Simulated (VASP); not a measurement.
Here is a VASP 6.6.1 calculation.

The input INCAR:

```
SYSTEM = ZnS
PREC = Accurate ; ENCUT = 600
EDIFF = 1E-7 ; ISMEAR = 0
SIGMA = 0.03 ; LREAL = .FALSE.
LASPH = .TRUE. ; NELM = 80
ALGO = Normal ; ISIF = 2
LWAVE = .FALSE. ; LCHARG = .FALSE.
GGA = PE ; IVDW = 12
IBRION = 2 ; NSW = 40
EDIFFG = -0.01
```

The input KPOINTS:

```
regular mesh
0
G
  10 10 10
  0 0 0
```

The input POSCAR:

```
ZnS                                     
1.0
    0.0000000000      2.7424562508      2.7424562508
    2.7424562508      0.0000000000      2.7424562508
    2.7424562508      2.7424562508      0.0000000000
  Zn              S             
     1     1
Direct
     0.2500000000000000    0.2500000000000000    0.2500000000000000
     0.0000000000000000    0.0000000000000000    0.0000000000000000
```

Potentials or basis: VASP PAW PBE potentials, release 64 (Zn, S).

Command:

```bash
$ cat potpaw_PBE.64/Zn/POTCAR potpaw_PBE.64/S/POTCAR > POTCAR
$ mpirun -np 1 vasp_std > vasp.out
```

Q: Predict the dispersion energy per atom.

A: -0.293 eV.

Q: Estimate the band gap on the k mesh.

A: 1.92 eV, direct.

Final structure:
```xyz
2
Lattice="0.0000 2.7425 2.7425 2.7425 0.0000 2.7425 2.7425 2.7425 0.0000" Properties=species:S:1:pos:R:3 pbc="T T T"
Zn    1.3712    1.3712    1.3712
S     0.0000    0.0000    0.0000
```

Caveat: the relaxation stopped at its first step, so nothing moved.
